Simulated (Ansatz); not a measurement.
**armchair WS2 nanoribbon (N = 8, bare edges): bands under strain**

What gap, if any, does the armchair WS2 nanoribbon (N = 8, bare edges) have, and how does it change under strain?

Calculated with Ansatz 0.2.0; DFT PBE, plane waves, PAW; relaxation of a wire's period, in the first sound run; inputs show where later runs differ.

This is a report of a sequence of runs, with most program output left out.

## Step 1: Starting point

The cell holds 24 atoms: 8 W and 16 S. Its edges and angles: a = 18.130 Å, b = 10.140 Å, c = 5.508 Å, α = 90.0°, β = 90.0°, γ = 90.0°. Vacuum lies along a and b. The structure's axis is c.

## Step 2: Relaxation of atoms and period

Band widths follow the bond lengths, so the wire is relaxed first. The atoms and the third cell vector are free; the box across stays fixed as vacuum. Moments are seeded so that a magnetic state can form if it lies lower. A Fermi-Dirac smearing is set since the result may be a metal. The pressure printed is a third of the stress's trace over the whole box, vacuum included; only the stress along the axis is relaxed.

The input, input.yaml:

```yaml
crystal:
  lattice:
    - [18.13, 0.0, 0.0]
    - [0.0, 10.14, 0.0]
    - [0.0, 0.0, 5.5079215681]
  atoms:
    - { symbol: W, position: [0.193050193, 0.5, 0.0], spin: 0.3 }
    - { symbol: W, position: [0.368450083, 0.5, 0.0] }
    - { symbol: W, position: [0.543849972, 0.5, 0.0] }
    - { symbol: W, position: [0.719249862, 0.5, 0.0] }
    - { symbol: S, position: [0.193050193, 0.654832347, 0.333333333] }
    - { symbol: S, position: [0.193050193, 0.345167653, 0.333333333] }
    - { symbol: S, position: [0.368450083, 0.654832347, 0.333333333] }
    - { symbol: S, position: [0.368450083, 0.345167653, 0.333333333] }
    - { symbol: S, position: [0.543849972, 0.654832347, 0.333333333] }
    - { symbol: S, position: [0.543849972, 0.345167653, 0.333333333] }
    - { symbol: S, position: [0.719249862, 0.654832347, 0.333333333] }
    - { symbol: S, position: [0.719249862, 0.345167653, 0.333333333] }
    - { symbol: W, position: [0.280750138, 0.5, 0.5] }
    - { symbol: W, position: [0.456150028, 0.5, 0.5] }
    - { symbol: W, position: [0.631549917, 0.5, 0.5] }
    - { symbol: W, position: [0.806949807, 0.5, 0.5], spin: 0.3 }
    - { symbol: S, position: [0.280750138, 0.654832347, 0.833333333] }
    - { symbol: S, position: [0.280750138, 0.345167653, 0.833333333] }
    - { symbol: S, position: [0.456150028, 0.654832347, 0.833333333] }
    - { symbol: S, position: [0.456150028, 0.345167653, 0.833333333] }
    - { symbol: S, position: [0.631549917, 0.654832347, 0.833333333] }
    - { symbol: S, position: [0.631549917, 0.345167653, 0.833333333] }
    - { symbol: S, position: [0.806949807, 0.654832347, 0.833333333] }
    - { symbol: S, position: [0.806949807, 0.345167653, 0.833333333] }
magnetization:
  spin_polarized: true
kpoints:
  mp_grid: { grid: [1, 1, 15] }
scf:
  occupations: { method: fermi_dirac, width: 0.05 }
hamiltonian:
  xc: pbe
relax:
  cell: { fix: [a, b, alpha, beta, gamma] }
  max_steps: 45
  f_tol: 0.03
```

Run with:

```
ansatz run input.yaml --threads 4 --pin off --max-ram 16384MiB --backend cpu --events-out ev --progress --plain --runs-dir out
```

Elapsed: 8.4 min, on 4 threads of Intel Xeon Platinum 8488C (Sapphire Rapids), shared host; peak memory 3.4 GiB.

The steps of the relaxation:

```csv
step,energy less that of the first step (eV),largest force component (eV/Å),pressure (GPa),volume (Å³)
1,0.0000,2.3830,-1.00,1012.57
2,-1.0219,0.6586,0.25,1004.18
3,-1.2316,0.2405,0.14,1007.67
4,-1.2520,0.1184,0.06,1006.03
5,-1.2587,0.0939,-0.02,1007.40
6,-1.2618,0.0286,0.04,1006.66
7*,-1.2614,0.0286,0.04,1006.66
```

Relaxation steps marked * repeat the geometry before them on a plane-wave basis chosen anew for their cell, so energy and pressure can jump there.

The run keeps the 4 symmetry operations that it works with, so distortions that break them were not tested.

```csv
cell as run,before,after,change
c (Å),5.508,5.476,-0.6 %
```

The atoms that moved most (Å, along periodic axes as changes of fractional coordinates times the final cell, across vacuum about the mean position):

```csv
atom,dx,dy,dz,length
W1,0.249,0.000,0.173,0.303
W16,-0.249,0.000,0.173,0.303
S5,-0.121,0.022,-0.059,0.136
S6,-0.121,-0.022,-0.059,0.136
S23,0.121,0.022,-0.059,0.136
S24,0.121,-0.022,-0.059,0.136
W13,-0.120,0.000,0.058,0.133
W4,0.120,0.000,0.058,0.133
```

Numbers from this step:

* energy at zero smearing: -97523.1629 eV
* cell length along the wire: 5.476 Å

The cell's length comes to 5.476 Å with no moment.

## Step 3: Bands of the perfect wire

This step: DFT PBE, plane waves, PAW; bands of a perfect wire (Ansatz 0.2.0).

At the relaxed period the bands are computed along the axis; those that cross an energy going forward count the channels that a perfect wire would open there.

The input, input.yaml:

```yaml
crystal:
  lattice:
    - [18.13, 0.0, 0.0]
    - [0.0, 10.14, 0.0]
    - [0.0, 0.0, 5.4757910924]
  atoms:
    - { symbol: W, position: [0.206791403, 0.5, 0.031574807] }
    - { symbol: W, position: [0.367851878, 0.5, 0.991722799] }
    - { symbol: W, position: [0.543934661, 0.5, 0.00161812] }
    - { symbol: W, position: [0.725851266, 0.5, 0.010622206] }
    - { symbol: S, position: [0.186373531, 0.656960357, 0.322550216] }
    - { symbol: S, position: [0.186373531, 0.343039643, 0.322550216] }
    - { symbol: S, position: [0.365549497, 0.65110789, 0.334502311] }
    - { symbol: S, position: [0.365549497, 0.34889211, 0.334502311] }
    - { symbol: S, position: [0.543202259, 0.655852934, 0.334179656] }
    - { symbol: S, position: [0.543202259, 0.344147066, 0.334179656] }
    - { symbol: S, position: [0.718263516, 0.661329536, 0.324332183] }
    - { symbol: S, position: [0.718263516, 0.338670464, 0.324332183] }
    - { symbol: W, position: [0.274148734, 0.5, 0.510622206] }
    - { symbol: W, position: [0.456065339, 0.5, 0.50161812] }
    - { symbol: W, position: [0.632148122, 0.5, 0.491722799] }
    - { symbol: W, position: [0.793208597, 0.5, 0.531574807] }
    - { symbol: S, position: [0.281736484, 0.661329536, 0.824332183] }
    - { symbol: S, position: [0.281736484, 0.338670464, 0.824332183] }
    - { symbol: S, position: [0.456797741, 0.655852934, 0.834179656] }
    - { symbol: S, position: [0.456797741, 0.344147066, 0.834179656] }
    - { symbol: S, position: [0.634450503, 0.65110789, 0.834502311] }
    - { symbol: S, position: [0.634450503, 0.34889211, 0.834502311] }
    - { symbol: S, position: [0.813626469, 0.656960357, 0.822550216] }
    - { symbol: S, position: [0.813626469, 0.343039643, 0.822550216] }
kpoints:
  mp_grid: { grid: [1, 1, 15] }
  band_path: { path: ["Γ", Z], npoints: 90 }
scf:
  occupations: { method: fermi_dirac, width: 0.05 }
hamiltonian:
  xc: pbe
output:
  dos: { e_range: [-5, 4] }
  write_potential: true
  write_density: true
  volumetric_format: npy
```

The job ended after 3.5 min (4 threads; peak memory 6.9 GiB; 14 min of CPU time).

Numbers from this step:

```
energy at zero smearing : -97523.1633 eV
band gap                : 0.4540 eV
```

The electronic bands at the labelled points (eV, zero at the Fermi level; v1 is the highest filled band, c1 the lowest empty one):

```csv
point,v4,v3,v2,v1,c1,c2,c3,c4
Γ,-0.79,-0.65,-0.32,-0.26,0.20,0.30,0.47,0.49
halfway,-0.81,-0.73,-0.38,-0.31,0.45,0.49,0.58,0.64
Z,-0.73,-0.73,-0.40,-0.40,0.47,0.47,0.84,0.84
```

The gap is 0.454 eV, with spin left out.

On this path the gap is direct, 0.45 eV, with the valence top at Γ and the conduction bottom at Γ.

## Step 4: Strain along the wire, period over the relaxed period 0.96, k-mesh 1×1×12

This step: DFT PBE, plane waves, PAW; relaxation at a fixed period (Ansatz 0.2.0).

The period is set to 0.96 times the relaxed one and the atoms relax within it: strain changes bond lengths and angles, which shifts the bands against each other. Against the first PBE run of this kind, the mesh along the wire has 12 points against 15.

The cell differs from the one that the last finished run ended in (c 5.476 → 5.257 Å).

Changes to input.yaml since step 3:

```diff
@@ -4,5 +4,5 @@
     - [0.0, 10.14, 0.0]
-    - [0.0, 0.0, 5.4757910924]
+    - [0.0, 0.0, 5.2567594487]
   atoms:
-    - { symbol: W, position: [0.206791403, 0.5, 0.031574807] }
+    - { symbol: W, position: [0.206791403, 0.5, 0.031574807], spin: 0.3 }
     - { symbol: W, position: [0.367851878, 0.5, 0.991722799] }
@@ -21,3 +21,3 @@
     - { symbol: W, position: [0.632148122, 0.5, 0.491722799] }
-    - { symbol: W, position: [0.793208597, 0.5, 0.531574807] }
+    - { symbol: W, position: [0.793208597, 0.5, 0.531574807], spin: 0.3 }
     - { symbol: S, position: [0.281736484, 0.661329536, 0.824332183] }
@@ -30,4 +30,6 @@
     - { symbol: S, position: [0.813626469, 0.343039643, 0.822550216] }
+magnetization:
+  spin_polarized: true
 kpoints:
-  mp_grid: { grid: [1, 1, 15] }
+  mp_grid: { grid: [1, 1, 12] }
   band_path: { path: ["Γ", Z], npoints: 90 }
@@ -37,6 +39,6 @@
   xc: pbe
+relax:
+  max_steps: 40
+  f_tol: 0.02
 output:
-  dos: { e_range: [-5, 4] }
-  write_potential: true
-  write_density: true
-  volumetric_format: npy
+  stress: true
```

Wall time 8.6 min (4 threads); peak memory 10 GiB; 34 min of CPU time.

Relaxation path:

```csv
step,energy less that of the first step (eV),largest force component (eV/Å)
1,0.0000,1.0581
2,-0.1628,0.6131
3,-0.2340,0.1581
4,-0.2364,0.1076
5,-0.2377,0.0223
6,-0.2379,0.0139
```

The run keeps the 4 symmetry operations that it works with, so distortions that break them were not tested.

The atoms that moved most (Å):

```csv
atom,dx,dy,dz,length
W16,0.085,0.000,-0.052,0.100
W1,-0.085,0.000,-0.052,0.100
S6,-0.096,0.001,0.020,0.098
S5,-0.096,-0.001,0.020,0.098
S24,0.096,0.001,0.020,0.098
S23,0.096,-0.001,0.020,0.098
S17,-0.035,0.015,0.016,0.041
S11,0.035,0.015,0.016,0.041
```

The relaxed structure:

```xyz
24
Lattice="18.1300 0.0000 0.0000 0.0000 10.1400 0.0000 0.0000 0.0000 5.2568" Properties=species:S:1:pos:R:3
W     3.6641    5.0700    0.1138
W     6.6444    5.0700    5.2090
W     9.8726    5.0700   -0.0102
W    13.1978    5.0700    0.0404
S     3.2833    6.6609    1.7152
S     3.2833    3.4791    1.7152
S     6.6036    6.6240    1.7651
S     6.6036    3.5160    1.7651
S     9.8610    6.6638    1.7601
S     9.8610    3.4762    1.7601
S    13.0574    6.7207    1.7205
S    13.0574    3.4193    1.7205
W     4.9322    5.0700    2.6688
W     8.2574    5.0700    2.6182
W    11.4856    5.0700    2.5806
W    14.4659    5.0700    2.7422
S     5.0726    6.7207    4.3489
S     5.0726    3.4193    4.3489
S     8.2690    6.6638    4.3885
S     8.2690    3.4762    4.3885
S    11.5264    6.6240    4.3935
S    11.5264    3.5160    4.3935
S    14.8467    6.6609    4.3435
S    14.8467    3.4791    4.3435
```

This step gave:

```
energy at zero smearing : -97522.7489 eV
band gap                : 0.42 eV
```

The gap is 0.42 eV, against 0.454 eV under PBE at the relaxed period, with no moment.

## Step 5: Strain along the wire, period over the relaxed period 0.98, k-mesh 1×1×12

The period is set to 0.98 times the relaxed one and the atoms relax within it: strain changes bond lengths and angles, which shifts the bands against each other. Against the first PBE run of this kind, the mesh along the wire has 12 points against 15.

The cell differs from the one that the last finished run ended in (c 5.257 → 5.366 Å).

Changes to input.yaml since step 4:

```diff
@@ -4,3 +4,3 @@
     - [0.0, 10.14, 0.0]
-    - [0.0, 0.0, 5.2567594487]
+    - [0.0, 0.0, 5.3662752705]
   atoms:
```

It took 8.4 min on 4 threads; peak memory 11 GiB; 33 min of CPU time.

Relaxation path:

```csv
step,energy less that of the first step (eV),largest force component (eV/Å)
1,0.0000,0.5151
2,-0.0311,0.3364
3,-0.0557,0.0823
4,-0.0563,0.0567
5,-0.0568,0.0047
```

The run keeps the 4 symmetry operations that it works with, so distortions that break them were not tested.

The atoms that moved most (Å):

```csv
atom,dx,dy,dz,length
S6,-0.046,-0.001,0.009,0.047
S5,-0.046,0.001,0.009,0.047
S24,0.046,-0.001,0.009,0.047
S23,0.046,0.001,0.009,0.047
W1,-0.039,0.000,-0.025,0.046
W16,0.039,0.000,-0.025,0.046
S17,-0.016,0.008,0.009,0.020
S11,0.016,0.008,0.009,0.020
```

Final coordinates:

```cif
data_structure
_symmetry_space_group_name_H-M 'P 1'
_symmetry_Int_Tables_number 1
_cell_length_a 18.1300
_cell_length_b 10.1400
_cell_length_c 5.3663
_cell_angle_alpha 90.000
_cell_angle_beta 90.000
_cell_angle_gamma 90.000
_cell_volume 986.53
loop_
_atom_site_label
_atom_site_type_symbol
_atom_site_fract_x
_atom_site_fract_y
_atom_site_fract_z
_atom_site_occupancy
W1 W 0.20463 0.50000 0.02697 1
W2 W 0.36719 0.50000 0.99122 1
W3 W 0.54420 0.50000 0.99981 1
W4 W 0.72684 0.50000 0.00957 1
S5 S 0.18386 0.65707 0.32431 1
S6 S 0.18386 0.34293 0.32431 1
S7 S 0.36494 0.65217 0.33496 1
S8 S 0.36494 0.34783 0.33496 1
S9 S 0.54354 0.65654 0.33432 1
S10 S 0.54354 0.34346 0.33432 1
S11 S 0.71914 0.66215 0.32596 1
S12 S 0.71914 0.33785 0.32596 1
W13 W 0.27316 0.50000 0.50957 1
W14 W 0.45580 0.50000 0.49981 1
W15 W 0.63281 0.50000 0.49122 1
W16 W 0.79537 0.50000 0.52697 1
S17 S 0.28086 0.66215 0.82596 1
S18 S 0.28086 0.33785 0.82596 1
S19 S 0.45646 0.65654 0.83432 1
S20 S 0.45646 0.34346 0.83432 1
S21 S 0.63506 0.65217 0.83496 1
S22 S 0.63506 0.34783 0.83496 1
S23 S 0.81614 0.65707 0.82431 1
S24 S 0.81614 0.34293 0.82431 1
```

The gap is 0.439 eV, against 0.454 eV under PBE at the relaxed period, with no moment.

## Step 6: At a strained period, period over the relaxed period 1.02, k-mesh 1×1×11

The period is set to 1.02 times the relaxed one and the atoms relax within it: strain changes bond lengths and angles, which shifts the bands against each other. Against the first PBE run of this kind, the mesh along the wire has 11 points against 15.

The cell differs from the one that the last finished run ended in (c 5.366 → 5.585 Å).

Changes to input.yaml since step 5:

```diff
@@ -4,3 +4,3 @@
     - [0.0, 10.14, 0.0]
-    - [0.0, 0.0, 5.3662752705]
+    - [0.0, 0.0, 5.5853069142]
   atoms:
@@ -33,3 +33,3 @@
 kpoints:
-  mp_grid: { grid: [1, 1, 12] }
+  mp_grid: { grid: [1, 1, 11] }
   band_path: { path: ["Γ", Z], npoints: 90 }
```

It took 9.2 min on 4 threads; peak memory 11 GiB; 35 min of CPU time.

Step by step:

```csv
step,energy less that of the first step (eV),largest force component (eV/Å)
1,0.0000,0.4071
2,-0.0161,0.3466
3,-0.0450,0.0739
4,-0.0456,0.0556
5,-0.0460,0.0125
```

Forces are held to the 4 operations that the run works with; a distortion that breaks them can't arise in this run.

The atoms that moved most (Å):

```csv
atom,dx,dy,dz,length
W16,-0.036,0.000,0.025,0.044
W1,0.036,0.000,0.025,0.044
S6,0.041,0.001,-0.004,0.042
S5,0.041,-0.001,-0.004,0.042
S24,-0.041,0.001,-0.004,0.042
S23,-0.041,-0.001,-0.004,0.042
W4,-0.020,0.000,0.008,0.021
W13,0.020,0.000,0.008,0.021
```

Final coordinates:

```xyz
24
Lattice="18.1300 0.0000 0.0000 0.0000 10.1400 0.0000 0.0000 0.0000 5.5853" Properties=species:S:1:pos:R:3
W     3.7851    5.0700    0.2016
W     6.6774    5.0700    5.5382
W     9.8559    5.0700    0.0143
W    13.1400    5.0700    0.0676
S     3.4204    6.6605    1.7975
S     3.4204    3.4795    1.7975
S     6.6396    6.5912    1.8629
S     6.6396    3.5488    1.8629
S     9.8440    6.6428    1.8621
S     9.8440    3.4972    1.8621
S    13.0126    6.6985    1.8064
S    13.0126    3.4415    1.8064
W     4.9900    5.0700    2.8603
W     8.2741    5.0700    2.8070
W    11.4526    5.0700    2.7456
W    14.3449    5.0700    2.9943
S     5.1174    6.6985    4.5990
S     5.1174    3.4415    4.5990
S     8.2860    6.6428    4.6547
S     8.2860    3.4972    4.6547
S    11.4904    6.5912    4.6555
S    11.4904    3.5488    4.6555
S    14.7096    6.6605    4.5901
S    14.7096    3.4795    4.5901
```

The gap is 0.467 eV, against 0.454 eV under PBE at the relaxed period, with no moment.

## Step 7: At a strained period, period over the relaxed period 1.04, k-mesh 1×1×11

The period is set to 1.04 times the relaxed one and the atoms relax within it: strain changes bond lengths and angles, which shifts the bands against each other. Against the first PBE run of this kind, the mesh along the wire has 11 points against 15.

The cell differs from the one that the last finished run ended in (c 5.585 → 5.695 Å).

Changes to input.yaml since step 6:

```diff
@@ -4,3 +4,3 @@
     - [0.0, 10.14, 0.0]
-    - [0.0, 0.0, 5.5853069142]
+    - [0.0, 0.0, 5.6948227361]
   atoms:
```

The job ended after 11 min (4 threads; peak memory 11 GiB).

Relaxation path:

```csv
step,energy less that of the first step (eV),largest force component (eV/Å)
1,0.0000,0.7932
2,-0.0506,0.7232
3,-0.1727,0.1529
4,-0.1757,0.1203
5,-0.1775,0.0355
6,-0.1777,0.0407
7,-0.1779,0.0100
```

The run keeps the 4 symmetry operations that it works with, so distortions that break them were not tested.

The atoms that moved most (Å):

```csv
atom,dx,dy,dz,length
W16,-0.070,0.000,0.059,0.091
W1,0.070,0.000,0.059,0.091
S24,-0.077,-0.001,-0.008,0.077
S23,-0.077,0.001,-0.008,0.077
S6,0.077,-0.001,-0.008,0.077
S5,0.077,0.001,-0.008,0.077
W4,-0.035,0.000,0.012,0.037
W13,0.035,0.000,0.012,0.037
```

The relaxed structure:

```cif
data_structure
_symmetry_space_group_name_H-M 'P 1'
_symmetry_Int_Tables_number 1
_cell_length_a 18.1300
_cell_length_b 10.1400
_cell_length_c 5.6948
_cell_angle_alpha 90.000
_cell_angle_beta 90.000
_cell_angle_gamma 90.000
_cell_volume 1046.93
loop_
_atom_site_label
_atom_site_type_symbol
_atom_site_fract_x
_atom_site_fract_y
_atom_site_fract_z
_atom_site_occupancy
W1 W 0.21065 0.50000 0.04188 1
W2 W 0.36881 0.50000 0.99097 1
W3 W 0.54331 0.50000 0.00359 1
W4 W 0.72390 0.50000 0.01267 1
S5 S 0.19062 0.65702 0.32111 1
S6 S 0.19062 0.34298 0.32111 1
S7 S 0.36678 0.64882 0.33272 1
S8 S 0.36678 0.35118 0.33272 1
S9 S 0.54271 0.65446 0.33272 1
S10 S 0.54271 0.34554 0.33272 1
S11 S 0.71730 0.65959 0.32223 1
S12 S 0.71730 0.34041 0.32223 1
W13 W 0.27610 0.50000 0.51267 1
W14 W 0.45669 0.50000 0.50359 1
W15 W 0.63119 0.50000 0.49097 1
W16 W 0.78935 0.50000 0.54188 1
S17 S 0.28270 0.65959 0.82223 1
S18 S 0.28270 0.34041 0.82223 1
S19 S 0.45729 0.65446 0.83272 1
S20 S 0.45729 0.34554 0.83272 1
S21 S 0.63322 0.64882 0.83272 1
S22 S 0.63322 0.35118 0.83272 1
S23 S 0.80938 0.65702 0.82111 1
S24 S 0.80938 0.34298 0.82111 1
```

The gap is 0.442 eV, against 0.454 eV under PBE at the relaxed period, with no moment.

## Step 8: Strain along the wire, period over the relaxed period 1.06, k-mesh 1×1×11

The period is set to 1.06 times the relaxed one and the atoms relax within it: strain changes bond lengths and angles, which shifts the bands against each other. Against the first PBE run of this kind, the mesh along the wire has 11 points against 15.

The cell differs from the one that the last finished run ended in (c 5.695 → 5.804 Å).

Changes to input.yaml since step 7:

```diff
@@ -4,3 +4,3 @@
     - [0.0, 10.14, 0.0]
-    - [0.0, 0.0, 5.6948227361]
+    - [0.0, 0.0, 5.8043385579]
   atoms:
```

The job ended after 11 min (4 threads; peak memory 11 GiB; 43 min of CPU time).

The gap is 0.391 eV, against 0.454 eV under PBE at the relaxed period, with no moment.

## Step 9: Side by side

Times are for 4 threads of Intel Xeon Platinum 8488C (Sapphire Rapids), shared host. The runs compared:

```csv
no.,period over the relaxed period,k-mesh,free energy less the lowest (eV),pressure (GPa),band gap (eV),time,memory (GiB)
1,0.96,1×1×12,0.3247,1.125,0.42,8.6 min,10
2,0.98,1×1×12,0.01320,0.5505,0.439,8.4 min,11
3,1.02,1×1×11,0,-0.4598,0.467,9.2 min,11
4,1.04,1×1×11,0.2601,-0.8851,0.442,11 min,11
5,1.06,1×1×11,0.6683,-1.242,0.391,11 min,11
```

## Step 10: Outcome

```json
{
  "cell length, PBE": "5.476 Å",
  "gap, PBE": "0.454 eV",
  "gap, period scaled by 0.96": "0.42 eV",
  "gap, period scaled by 0.98": "0.439 eV",
  "gap, period scaled by 1.02": "0.467 eV",
  "gap, period scaled by 1.04": "0.442 eV",
  "gap, period scaled by 1.06": "0.391 eV"
}
```

What this shows: Under PBE the cell's length is 5.48 Å, no moment survives, and a gap of 0.45 eV makes it a semiconductor. Strain matters: under PBE the gap goes from 0.45 eV to 0.42 eV at 0.96 times the period, 0.439 eV at 0.98 times the period, 0.467 eV at 1.02 times the period, 0.442 eV at 1.04 times the period and 0.391 eV at 1.06 times the period. In the perfect wire the moments were started parallel, and no opposed start was run. Spin-orbit coupling is left out, which matters for the bands of heavy atoms.

[Logs are printed without paths, hosts, clocks, repeated set-up lines and the standing remarks that a program may print on its own settings, such as how far it seeks lower states.]

[Hosts, paths, dates, database ids (printed as entryN), source tags and the programs' standing remarks are cut or masked in the printed files.]
